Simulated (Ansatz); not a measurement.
CdS: strain and displacement

```
Cd S
1.0
     4.13480    0.00000    0.00000
    -2.06740    3.58084    0.00000
     0.00000    0.00000    6.74900
Cd S
2 2
Direct
  0.33333 0.66667 0.00000
  0.66667 0.33333 0.50000
  0.33333 0.66667 0.38500
  0.66667 0.33333 0.88500
```

Atom numbers follow the list: Cd1, Cd2, S3, S4.

The cell is COD entry 9008862, as deposited and not checked against the literature; nothing was relaxed. It differs from other determinations.

These are results of DFT, PBE, all-electron LAPW, scalar-relativistic (Ansatz 0.2.0), not measurements.

Settings: a Γ-centred 7×7×4 k mesh, Fermi–Dirac smearing of 0.01 eV, basis error target 1 meV/atom, no spin polarisation.

The unchanged cell is at 2.56 GPa.

Semilocal functionals give too small gaps.

x, y and z are the Cartesian axes of the cell as listed; fractional coordinates follow a strain, and an engineering shear is twice the off-diagonal strain component.

Problem. One change gave: energy change under 1 meV/atom; stress change (xx, yy, zz, yz, xz, xy) 0.02, 0.01, 0.01, -0.23, -0.23, -0.43 GPa, compression positive; change of the force on S4 (0.116, 0.040, -0.002) eV/Å; gap on the k mesh 1.23 → 1.21 eV. Which change was it?
A. equal xy, yz and zx engineering shear strains of -1 %
B. equal xy, yz and zx engineering shear strains of +2 %
C. equal xy, yz and zx engineering shear strains of +1 %
D. equal xy, yz and zx engineering shear strains of +3 %
E. equal xy, yz and zx engineering shear strains of -3 %
F. equal xy, yz and zx engineering shear strains of -2 %

Solution. C. For equal xy, yz and zx engineering shear strains of -3 %: energy change +7 meV/atom; stress change (xx, yy, zz, yz, xz, xy) 0.15, 0.10, 0.05, 0.72, 0.72, 1.31 GPa, compression positive; change of the force on S4 (-0.388, -0.149, -0.020) eV/Å; gap on the k mesh 1.23 → 1.14 eV. For equal xy, yz and zx engineering shear strains of -1 %: energy change under 1 meV/atom; stress change (xx, yy, zz, yz, xz, xy) 0.02, 0.01, 0.01, 0.24, 0.24, 0.43 GPa, compression positive; change of the force on S4 (-0.122, -0.044, -0.002) eV/Å; gap on the k mesh 1.23 → 1.20 eV. For equal xy, yz and zx engineering shear strains of +2 %: energy change +3 meV/atom; stress change (xx, yy, zz, yz, xz, xy) 0.06, 0.04, 0.02, -0.46, -0.46, -0.85 GPa, compression positive; change of the force on S4 (0.227, 0.074, -0.009) eV/Å; gap on the k mesh 1.23 → 1.19 eV. For equal xy, yz and zx engineering shear strains of -2 %: energy change +3 meV/atom; stress change (xx, yy, zz, yz, xz, xy) 0.07, 0.04, 0.02, 0.48, 0.48, 0.87 GPa, compression positive; change of the force on S4 (-0.251, -0.094, -0.009) eV/Å; gap on the k mesh 1.23 → 1.18 eV. For equal xy, yz and zx engineering shear strains of +3 %: energy change +6 meV/atom; stress change (xx, yy, zz, yz, xz, xy) 0.14, 0.10, 0.05, -0.69, -0.69, -1.27 GPa, compression positive; change of the force on S4 (0.332, 0.105, -0.020) eV/Å; gap on the k mesh 1.23 → 1.17 eV.
